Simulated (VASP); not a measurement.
# HfB2 (P1) in VASP: further runs

Runs on HfB2. Level: BLYP+D4. Tasks: single point.

Everything below comes from runs of VASP 6.6.1. Logs are shortened: lines on timing, memory, paths and dates and some standing lists are left out, and cuts for length are marked.

## (1) The crystal as given

The typed cell holds 3 atoms: a = 3.140 Å, b = 3.140 Å, c = 3.480 Å, α = 90.00°, β = 90.00°, γ = 120.00°.

## (2) Single point, BLYP+D4

Input file INCAR:

```
SYSTEM = HfB2
AGGAC    = 1.0          
AGGAX    = 1.0          
ALDAC    = 0.0          
ALDAX    = 1.0          
ALGO     = Normal         ! electronic algorithm
EDIFF    = 1E-7           ! SCF threshold, eV
ENCUT    = 520            ! plane-wave cutoff, eV
GGA      = B5             ! functional
ISIF     = 2              ! what is computed and relaxed
ISMEAR   = 0              ! smearing method
IVDW     = 13             ! dispersion correction
LASPH    = .True.         ! aspherical terms in the spheres
LCHARG   = .True.         ! write CHGCAR
LELF     = .True.         ! ELF
LREAL    = .False.        ! projectors in reciprocal space
LVHAR    = .True.       
LWAVE    = .False.        ! write WAVECAR
NBANDS   = 15             ! bands
NELM     = 100            ! most SCF steps
PREC     = Accurate       ! precision mode
SIGMA    = 0.01           ! smearing width, eV
VDW_A1   = 0.44488865   
VDW_A2   = 4.0933009    
VDW_S6   = 1.0          
VDW_S8   = 2.34076671
```

Input file KPOINTS:

```
k-points
0
Gamma
  6 6 5
  0 0 0
```

Input file POSCAR:

```
HfB2
1.0
    3.1400000000      0.0000000000      0.0000000000
   -1.5700000000      2.7193197679      0.0000000000
    0.0000000000      0.0000000000      3.4800000000
Hf B
1 2
Direct
   -0.0005751537     -0.0026337469      0.0026267241
    0.6713885630      0.3333153426      0.4931818966
    0.3306025683      0.6641841174      0.5080000000
```

Potentials or basis: VASP PAW PBE potentials, release 64 (Hf_pv, B).

Command:

```bash
cat potpaw_PBE.64/Hf_pv/POTCAR potpaw_PBE.64/B/POTCAR > POTCAR
mpirun -np 1 vasp_std > vasp.out
```

OUTCAR:

```text
SYSTEM = HfB2
   EDIFF = 1E-7
   ENCUT = 520
   GGA = B5
   ISIF = 2
   ISMEAR = 0
   IVDW = 13
   LASPH = .True.
   LREAL = .False.
   NELM = 100
   PREC = Accurate

 ion  position               nearest neighbor table
   1  0.999  0.997  0.003-   2 2.48   2 2.49   3 2.50   3 2.50   2 2.50   3 2.50   3 2.52   3 2.53
                             3 2.53   2 2.53   2 2.53   2 2.55
   2  0.671  0.333  0.493-   3 1.79   3 1.82   3 1.83   1 2.48   1 2.49   1 2.50   1 2.53   1 2.53
                             1 2.55
   3  0.331  0.664  0.508-   2 1.79   2 1.82   2 1.83   1 2.50   1 2.50   1 2.50   1 2.52   1 2.53
                             1 2.53

  LATTYP: Found a hexagonal cell.
 ALAT       =     3.1400000000
 C/A-ratio  =     1.1082802548

  Lattice vectors:

 A1 = (   3.1400000000,   0.0000000000,   0.0000000000)
 A2 = (  -1.5700000000,   2.7193197679,   0.0000000000)
 A3 = (   0.0000000000,   0.0000000000,   3.4800000000)

Analysis of symmetry for initial positions (statically):
=====================================================================
 Subroutine PRICEL returns:
 Original cell was already a primitive cell.

 Routine SETGRP: Setting up the symmetry group for a
 hexagonal supercell.

 Subroutine GETGRP returns: Found  1 space group operations
 (whereof  1 operations were pure point group operations)
 out of a pool of 24 trial point group operations.

The static configuration has the point symmetry C_1 .

Analysis of symmetry for dynamics (positions and initial velocities):
=====================================================================
 Subroutine PRICEL returns:
 Original cell was already a primitive cell.

 Routine SETGRP: Setting up the symmetry group for a
 hexagonal supercell.

 Subroutine GETGRP returns: Found  1 space group operations
 (whereof  1 operations were pure point group operations)
 out of a pool of 24 trial point group operations.

The dynamic configuration has the point symmetry C_1 .

 Subroutine INISYM returns: Found  1 space group operations
 (whereof  1 operations are pure point group operations),
 and found     1 'primitive' translations

----------------------------------------------------------------------------------------

                                     Primitive cell

  volume of cell :      29.7146

  direct lattice vectors                    reciprocal lattice vectors
     3.140000000  0.000000000  0.000000000     0.318471338  0.183869512  0.000000000
    -1.570000000  2.719319768  0.000000000     0.000000000  0.367739025  0.000000000
     0.000000000  0.000000000  3.480000000     0.000000000  0.000000000  0.287356322

  length of vectors
     3.140000000  3.140000000  3.480000000     0.367739025  0.367739025  0.287356322

  position of ions in fractional coordinates (direct lattice)
     0.999424846  0.997366253  0.002626724
     0.671388563  0.333315343  0.493181897
     0.330602568  0.664184117  0.508000000

  ion indices of the primitive-cell ions
   primitive index   ion index
                 1           1
                 2           2
                 3           3

----------------------------------------------------------------------------------------

 KPOINTS: k-points

Automatic generation of k-mesh.
 Grid dimensions read from file:
 generate k-points for:    6    6    5

 Generating k-lattice:

  Cartesian coordinates                     Fractional coordinates (reciprocal lattice)
     0.053078556  0.030644919  0.000000000     0.166666667  0.000000000  0.000000000
     0.000000000  0.061289837  0.000000000     0.000000000  0.166666667  0.000000000
     0.000000000  0.000000000  0.057471264     0.000000000  0.000000000  0.200000000

  Length of vectors
     0.061289837  0.061289837  0.057471264

  Shift w.r.t. Gamma in fractional coordinates (k-lattice)
     0.000000000  0.000000000  0.000000000

 Subroutine IBZKPT returns following result:
 ===========================================

 Found     92 irreducible k-points:

 Following reciprocal coordinates:
            Coordinates               Weight
  0.000000  0.000000  0.000000      1.000000
  0.166667  0.000000  0.000000      2.000000
  0.000000  0.166667  0.000000      2.000000
 -0.166667  0.166667  0.000000      2.000000
  0.333333  0.000000  0.000000      2.000000
  0.000000  0.333333  0.000000      2.000000
[... 16 lines left out ...]
  0.000000  0.166667  0.200000      2.000000
 -0.166667  0.166667  0.200000      2.000000
 [... further k-points ...]
   k-points           NKPTS =     92   k-points in BZ     NKDIM =     92   number of bands    NBANDS=     15
   number of dos      NEDOS =    301   number of ions     NIONS =      3
   total plane-waves  NPLWV =  16128
   dimension x,y,z NGX =    24 NGY =   24 NGZ =   28
   dimension x,y,z NGXF=    48 NGYF=   48 NGZF=   56
   ions per type =               1   2
   NGX,Y,Z   is equivalent  to a cutoff of  12.71, 12.71, 13.38 a.u.
   NGXF,Y,Z  is equivalent  to a cutoff of  25.41, 25.41, 26.75 a.u.
 SYSTEM =  HfB2
   PREC   = accura    normal or accurate (medium, high low for compatibility)
   ISTART =      0    job   : 0-new  1-cont  2-samecut
   ICHARG =      2    charge: 1-file 2-atom 10-const
   ISPIN  =      1    spin polarized calculation?
   LNONCOLLINEAR =      F non collinear calculations
   LSORBIT =      F    spin-orbit coupling
   LASPH  =      T    aspherical Exc in radial PAW
   ENCUT  =  520.0 eV  38.22 Ry    6.18 a.u.   5.84  5.84  6.47*2*pi/ulx,y,z
   NELM   =    100;   NELMIN=  2; NELMDL= -5     # of ELM steps
   EDIFF  = 0.1E-06   stopping-criterion for ELM
   LREAL  =      F    real-space projection
   EDIFFG = 0.1E-05   stopping-criterion for IOM
   NSW    =      0    number of steps for IOM
   IBRION =     -1    ionic relax: 0-MD 1-quasi-New 2-CG
   NFREE  =      0    steps in history (QN), initial steepest desc. (CG)
   ISIF   =      2    stress and relaxation
   ISYM   =      2    0-nonsym 1-usesym 2-fastsym
   POTIM  = 0.5000    time-step for ionic-motion
   TEBEG  =    0.0;   TEEND  =   0.0 temperature during run
   PSTRESS=    0.0 pullay stress
   NELECT =      16.0000    total number of electrons
   NUPDOWN=      -1.0000    fix difference up-down
   EMIN   =  10.00;   EMAX   =-10.00  energy-range for DOS
   EFERMI =   0.00;   METHOD = LEGACY
   ISMEAR =     0;   SIGMA  =   0.01  broadening in eV -4-tet -1-fermi 0-gaus
   EFERMI_NEDOS =   21; number of points for ismear=-14 and -15
   IALGO  =     38    algorithm
   IMIX   =      4    mixing-type and parameters
     AMIX     =   0.40;   BMIX     =  1.00
     AMIX_MAG =   1.60;   BMIX_MAG =  1.00
  volume/ion in A,a.u.               =       9.90        66.84
  Fermi-wavevector in a.u.,A,eV,Ry     =   1.331860  2.516850 24.134693  1.773850
  Thomas-Fermi vector in A             =   2.460838
   LORBIT       =      0    0 simple, 1 ext, 2 COOP (PROOUT), +10 PAW based schemes
   GGA     = B5    functional components
   LHFCALC =     F    Hartree Fock is set to
   AEXX    =    0.0000 exact exchange contribution
   IVDW    =    13    specifies the selected vdW correction
   LEPSILON=     F    determine dielectric tensor
   LRPA    =     F    only Hartree local field effects (RPA)
 non-spin polarized calculation
 Gauss-broadening in eV      SIGMA  =   0.01
  energy-cutoff  :      520.00
  volume of cell :       29.71
 maximum number of plane-waves:       816
   NGX = 11   NGY = 11   NGZ = 13

 number of electron      15.9999998 magnetization

 Free energy of the ion-electron system (eV)
  ---------------------------------------------------
  ext. energy  EPLUGINS =         0.00000000
  ---------------------------------------------------
  free energy    TOTEN  =       -23.30599519 eV

  energy without entropy =      -23.30589403  energy(sigma->0) =      -23.30594461

 E-fermi :   7.8146     XC(G=0): -11.9463

 val. band max:        7.8099895455   @ k =   0.3333   0.1667   0.0000
 cond. band min:       7.8192546088   @ k =   0.5000  -0.1667   0.0000
 fundamental gap:      0.0092650633
 Fermi energy:         7.8146220771

 k-point     1 :       0.0000    0.0000    0.0000
  band No.  band energies     occupation
      1     -22.5218      2.00000
      2     -22.0028      2.00000
      3     -22.0017      2.00000
      4      -5.4516      2.00000
      5       5.1385      2.00000
      6       5.2792      2.00000
      7       5.3156      2.00000
      8       5.4498      2.00000
      9      12.0626      0.00000
     10      12.0934      0.00000
     11      12.6223      0.00000
     12      12.7347      0.00000
     13      13.0908      0.00000
     14      13.1841      0.00000
     15      13.4653      0.00000

 k-point     2 :       0.1667    0.0000    0.0000
  band No.  band energies     occupation
      1     -22.4893      2.00000
      2     -22.2011      2.00000
      3     -22.0463      2.00000
      4      -4.8755      2.00000
      5       3.7651      2.00000
      6       4.9968      2.00000
      7       5.2528      2.00000
      8       5.8045      2.00000
      9      10.6424      0.00000
     10      11.6849      0.00000
     11      11.7796      0.00000
     12      12.3886      0.00000
     13      14.1195      0.00000
     14      15.0514      0.00000
     15      15.2828      0.00000

 k-point     3 :       0.0000    0.1667    0.0000
  band No.  band energies     occupation
      1     -22.4892      2.00000
      2     -22.2009      2.00000
      3     -22.0467      2.00000
      4      -4.8724      2.00000
      5       3.8390      2.00000
      6       4.9748      2.00000
      7       5.1540      2.00000
      8       5.7983      2.00000
      9      10.6141      0.00000
     10      11.7108      0.00000
     11      11.8257      0.00000
     12      12.4667      0.00000
     13      14.0833      0.00000
     14      14.9972      0.00000
     15      15.2606      0.00000

 k-point     4 :      -0.1667    0.1667    0.0000
  band No.  band energies     occupation
      1     -22.4892      2.00000
      2     -22.2004      2.00000
      3     -22.0473      2.00000
      4      -4.8716      2.00000
      5       3.8602      2.00000
      6       4.9693      2.00000
      7       5.1265      2.00000
      8       5.7963      2.00000
      9      10.6086      0.00000
     10      11.7163      0.00000
     11      11.8359      0.00000
     12      12.4864      0.00000
     13      14.0801      0.00000
     14      14.9836      0.00000
     15      15.2550      0.00000
[... 307 lines left out ...]
 k-point    22 :       0.1667    0.0000    0.2000
  band No.  band energies     occupation
      1     -22.5804      2.00000
      2     -22.1916      2.00000
      3     -22.0385      2.00000
      4      -4.3440      2.00000
      5       3.0682      2.00000
      6       4.0592      2.00000
      7       5.2540      2.00000
      8       7.0862      2.00000
      9       9.7082      0.00000
     10      10.0549      0.00000
     11      12.6173      0.00000
     12      12.9023      0.00000
     13      14.1047      0.00000
     14      15.3102      0.00000
     15      16.3883      0.00000

 k-point    23 :       0.0000    0.1667    0.2000
  band No.  band energies     occupation
      1     -22.5803      2.00000
      2     -22.1913      2.00000
      3     -22.0391      2.00000
      4      -4.3422      2.00000
      5       3.0352      2.00000
      6       4.1165      2.00000
      7       5.2164      2.00000
      8       7.1853      2.00000
      9       9.6225      0.00000
     10       9.9473      0.00000
     11      12.6919      0.00000
     12      12.8168      0.00000
     13      14.2735      0.00000
     14      15.2742      0.00000
     15      16.0558      0.00000

 k-point    24 :      -0.1667    0.1667    0.2000
  band No.  band energies     occupation
      1     -22.5802      2.00000
      2     -22.1909      2.00000
      3     -22.0397      2.00000
      4      -4.3416      2.00000
      5       3.0586      2.00000
      6       4.1565      2.00000
      7       5.1435      2.00000
      8       7.0391      2.00000
      9       9.7619      0.00000
     10      10.1135      0.00000
     11      12.5808      0.00000
     12      12.8503      0.00000
     13      14.1071      0.00000
     14      15.3088      0.00000
     15      16.4038      0.00000

 [... further k-points ...]

------------------------ aborting loop because EDIFF is reached ----------------------------------------

  DFT-D4 for vdW energy calculation

  Edisp (eV):   -1.75030

  FORCE on cell =-STRESS in cart. coord.  units (eV):
  Direction    XX          YY          ZZ          XY          YZ          ZX
  --------------------------------------------------------------------------------------
  -------------------------------------------------------------------------------------
  Total      -0.57350    -0.47750    -0.55971    -0.06851    -0.01423    -0.01514
  in kB     -30.92266   -25.74655   -30.17922    -3.69405    -0.76703    -0.81660
  external pressure =      -28.95 kB  Pullay stress =        0.00 kB

 VOLUME and BASIS-vectors are now :
 -----------------------------------------------------------------------------
  energy-cutoff  :      520.00
  volume of cell :       29.71
      direct lattice vectors                 reciprocal lattice vectors
     3.140000000  0.000000000  0.000000000     0.318471338  0.183869512  0.000000000
    -1.570000000  2.719319768  0.000000000     0.000000000  0.367739025  0.000000000
     0.000000000  0.000000000  3.480000000     0.000000000  0.000000000  0.287356322

 POSITION                                       TOTAL-FORCE (eV/Angst)
 -----------------------------------------------------------------------------------
      1.57233      2.71216      0.00914         0.036102      0.049195     -0.100004
      1.58485      0.90639      1.71627        -0.206156     -0.094141      0.279180
     -0.00468      1.80613      1.76784         0.170054      0.044946     -0.179177
 -----------------------------------------------------------------------------------
    total drift:                                0.000022     -0.000060      0.000085

  FREE ENERGIE OF THE ION-ELECTRON SYSTEM (eV)
  ---------------------------------------------------
  free  energy   TOTEN  =       -25.0562996416 eV

  energy  without entropy=      -25.0561984810  energy(sigma->0) =      -25.05624906
```

It took 24 s on 1 thread of Intel Xeon Platinum 8559C (Emerald Rapids), shared host; peak memory 0.17 GiB.

Results:

```
Free energy                : -25.0563 eV
Pressure                   : -2.9 GPa
Largest force              : 0.360 eV/Å
Band gap on the k mesh     : none (metal or under the smearing width)
Dispersion energy per atom : -0.583 eV
```

Forces on the atoms (eV/Å):
```
Hf   0.036  0.049 -0.100
B   -0.206 -0.094  0.279
B    0.170  0.045 -0.179
```

Levels at points of the mesh, in eV from the Fermi level:
```tsv
k point	band 6	band 7	band 8	band 9	band 10	band 11
(0.00, 0.00, 0.00)	-2.54	-2.50	-2.36	4.25	4.28	4.81
(0.50, 0.00, 0.00)	-3.72	-3.04	-2.39	2.34	3.00	5.78
(0.00, 0.50, 0.00)	-3.79	-3.11	-2.41	2.48	3.02	5.82
(0.50, 0.50, 0.00)	-3.81	-3.13	-2.42	2.52	3.02	5.83
```

Caveat: the k mesh is coarse (spacing up to 0.39 Å⁻¹), so the values aren't converged; the PAW data sets were made with another functional, which shifts forces and pressure a little; pairwise dispersion overbinds metals, which lowers pressure and volume. The run has no spin-orbit coupling, so splittings on Hf are missing.

## (3) Single point, BLYP+D4

Input file INCAR:

```
PREC     = Accurate       # precision mode
ENCUT    = 520            # plane-wave cutoff, eV
EDIFF    = 1E-6           # SCF threshold, eV
ISMEAR   = 0              # smearing method
SIGMA    = 0.01           # smearing width, eV
LREAL    = F              # projectors in reciprocal space
LASPH    = T              # aspherical terms in the spheres
NELM     = 100            # most SCF steps
ALGO     = Normal         # electronic algorithm
ISIF     = 2              # what is computed and relaxed
LWAVE    = F              # write WAVECAR
LCHARG   = T              # write CHGCAR
GGA      = B5             # functional
ALDAX    = 1.0          
AGGAX    = 1.0          
AGGAC    = 1.0          
ALDAC    = 0.0          
IVDW     = 13             # dispersion correction
VDW_S6   = 1.0          
VDW_S8   = 2.34076671   
VDW_A1   = 0.44488865   
VDW_A2   = 4.0933009    
LELF     = T              # ELF
LVHAR    = T            
NBANDS   = 15             # bands
```

Input file KPOINTS:

```
regular mesh
0
Gamma
  6 6 5
```

Input file POSCAR:

```
HfB2
1.0
    3.1400000000      0.0000000000      0.0000000000
   -1.5700000000      2.7193197679      0.0000000000
    0.0000000000      0.0000000000      3.4800000000
Hf B
1 2
Direct
   -0.0002316838     -0.0038627307      0.0026485632
    0.6701828753      0.3314167060      0.4953603448
    0.3303950399      0.6603563219      0.5104057471
```

Potentials or basis: VASP PAW PBE potentials, release 64 (Hf_pv, B).

Command:

```bash
cat potpaw_PBE.64/Hf_pv/POTCAR potpaw_PBE.64/B/POTCAR > POTCAR
mpirun -np 1 vasp_std > vasp.out
```

It took 25 s on 1 thread of Intel Xeon Platinum 8559C (Emerald Rapids), shared host; peak memory 0.17 GiB.

Results (log left out):

```
Free energy                : -25.0571 eV
Pressure                   : -2.9 GPa
Largest force              : 0.287 eV/Å
Band gap on the k mesh     : none (metal or under the smearing width)
Dispersion energy per atom : -0.583 eV
```

Forces in eV/Å, atoms in the order of the input:
```
Hf   0.027 -0.009  0.012
B   -0.138 -0.104  0.227
B    0.112  0.113 -0.239
```

Stress tensor (GPa, compression positive):
```
-3.02 -0.38 -0.10
-0.38 -2.67 -0.03
-0.10 -0.03 -3.03
```

Levels at points of the mesh, in eV from the Fermi level:
```csv
k point,band 5,band 6,band 7,band 8,band 9,band 10,band 11,band 12
"(0.00, 0.00, 0.00)",-2.67,-2.53,-2.52,-2.38,4.25,4.27,4.81,4.91
"(0.50, 0.00, 0.00)",-8.63,-3.73,-3.05,-2.40,2.34,3.00,5.78,5.89
"(0.00, 0.50, 0.00)",-8.68,-3.81,-3.13,-2.42,2.50,3.01,5.82,5.91
"(0.50, 0.50, 0.00)",-8.67,-3.79,-3.11,-2.42,2.47,3.01,5.81,5.90
```

Caveat: the k mesh is coarse (spacing up to 0.39 Å⁻¹), so the values aren't converged; the PAW data sets were made with another functional, which shifts forces and pressure a little; pairwise dispersion overbinds metals, which lowers pressure and volume. The run has no spin-orbit coupling, so splittings on Hf are missing.
